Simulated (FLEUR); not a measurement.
The system is CdSe.

```xyz
2
Lattice="0.0000 3.0703 3.0703 3.0703 0.0000 3.0703 3.0703 3.0703 0.0000" Properties=species:S:1:pos:R:3 pbc="T T T"
Cd    0.0000    0.0000    0.0000
Se    1.5351    1.5351    1.5351
```

Measurements of this composition are mostly on another form, of space group No. 186.

Base run:

| Property | Result |
| --- | --- |
| Program | FLEUR MaX-R8.1 (later development tree) |
| Functional | Xalpha |
| Potentials or basis | all-electron |
| Basis | FLAPW |
| Kmax | 4.58 1/bohr |
| k mesh | 8 × 8 × 8 |
| Occupations | fermi-dirac, width 0.05 eV |
| Spin | no spin polarisation |

Its results: band gap on the k mesh 0.16 eV, direct.

The run is repeated on the same cell with these changes: functional from Xalpha to r2SCAN. What comes out?

Band gap on the k mesh 1.02 eV, direct.

Caveats: the meta-GGA is that of a development version, with a GGA for the radial functions and cores and without core tails (some runs).

Not every run made on this cell is shown here.
